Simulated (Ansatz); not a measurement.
Crystal: MoP.

```xyz
2
Lattice="3.2230 0.0000 0.0000 -1.6115 2.7912 0.0000 0.0000 0.0000 3.1910" Properties=species:S:1:pos:R:3 pbc="T T T"
Mo    0.0000    0.0000    0.0000
P     0.0000    1.8608    1.5955
```

Base run:

```yaml
Program: Ansatz 0.2.0
Functional: PBEsol
Potentials_or_basis: all-electron LAPW, scalar-relativistic
Cutoff: 254 eV (chosen from the basis error)
Basis_error_allowed: 0.001 eV/atom
k_mesh: 10 × 10 × 8
Occupations: fermi-dirac, width 0.05 eV
Spin: no spin polarisation
Hubbard_terms: Mo d U = 8 eV
```

Its results: band gap on the k mesh none (metal or under the smearing width); pressure -5.3 GPa.

**Question.** The run is repeated on the same cell with these changes: hubbard terms from Mo d U = 8 eV to none. What comes out?

**Answer.** Band gap on the k mesh none (metal or under the smearing width); pressure -3.8 GPa.

Caveats: U is the effective U less J, on atomic orbitals that reach past the spheres (some runs); U without spin polarisation on a metal has little footing (some runs); the U is typed as a test and isn't derived for this compound (some runs).
